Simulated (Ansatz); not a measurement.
Here is an unrelaxed guess for InP.

```cif
data_structure
_symmetry_space_group_name_H-M 'P 1'
_symmetry_Int_Tables_number 1
_cell_length_a 3.7837
_cell_length_b 3.7837
_cell_length_c 4.3300
_cell_angle_alpha 90.000
_cell_angle_beta 90.000
_cell_angle_gamma 120.000
_cell_volume 53.68
loop_
_atom_site_label
_atom_site_type_symbol
_atom_site_fract_x
_atom_site_fract_y
_atom_site_fract_z
_atom_site_occupancy
In1 In 0.00000 0.00000 0.50000 1
P1 P 0.00000 0.00000 0.00000 1
```

Computed with Ansatz, DFT PBE, scalar-relativistic, plane waves, PAW. Cutoff 420 eV; k points 6×6×4 on the computed 2-atom cell (Γ-centred); Gaussian smearing, width 0.10 eV; no spin polarisation.

The zero of energy is the elements' standard structures at the same level; no fitted shifts are applied. The references include black phosphorus.

Question: What does a single point on this coarse mesh give?

Answer: The pressure is 14.3 GPa (the mean over three directions, positive in compression), the largest force is 0.00 eV/Å (symmetry fixes the atoms), and the energy is +1.48 eV/atom against the elements. The shortest distance is 2.16 Å.

Question: Is it a good guess?

Answer: A poor one: relaxing gains about 1.1 eV/atom (the start's value is from the coarse mesh, so the gain is rough) in 18 ionic steps and ends at +0.40 eV/atom on the finer mesh. The symmetry stays P6/mmm (No. 191). The volume per atom shrinks by 21.9 %, from 26.8 to 21.0 Å³. The shortest distance goes from 2.16 Å (In–P) to 2.78 Å (In–P). The ratio c/a of the conventional cell changes by a factor of 1.64. Conventional cell: a = 2.953 Å, c = 5.552 Å. In has 2 P at 2.78 Å and 6 In at 2.95 Å; P is surrounded by 2 In at 2.78 Å and 6 P at 2.95 Å.

The last run used a 24×24×10 mesh (in the run's order of axes) for its 2-atom cell and Gaussian smearing of 0.10 eV. The reference form of P is held partly by dispersion forces, which this level lacks. The relaxation can't lower the symmetry of the start, and the grade says only how near the guess is to its own end. A structure relaxed within its symmetry needn't be a true minimum. Another cell of InP relaxed alike, in P6_3/mmc, lies 295 meV/atom lower, so this cell isn't the stable form at this level.
